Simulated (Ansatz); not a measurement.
**Relaxing GaN**

All numbers below come from DFT PBE, scalar-relativistic, plane waves, PAW (Ansatz 0.2.0). Cutoff 420 eV, Γ-centred k mesh, Gaussian smearing, no spin polarisation in the final step.

This is the end of a relaxation of cell and atoms.

```
CELL_PARAMETERS angstrom
3.21840 0.00000 0.00000
-1.60920 2.78721 0.00000
0.00000 0.00000 5.24309
ATOMIC_POSITIONS crystal
Ga 0.66667 0.33333 0.49914
Ga 0.33333 0.66667 0.99914
N 0.66667 0.33333 0.87586
N 0.33333 0.66667 0.37586
```

The zero of energy is the elements' standard structures at the same level (N₂ as a molecule); no fitted shifts are applied.

**Question.** What space group does it have?

**Answer.** P6_3mc (No. 186). Conventional cell: a = 3.218 Å, c = 5.243 Å. Ga has 4 N at 1.97–1.98 Å; N is coordinated by 4 Ga at 1.97–1.98 Å.

**Question.** How far does it lie from the elements in energy?

**Answer.** -0.443 eV/atom.

**Question.** Is it a metal?

**Answer.** No, the gap on the 12×12×6 mesh is 1.71 eV.

The final run used a 12×12×6 mesh on its 4-atom cell and 0.02 eV smearing.

Cost: 3 runs of about 0.35 core-minutes in all, on Intel Xeon 6975P-C (Granite Rapids) (shared hosts).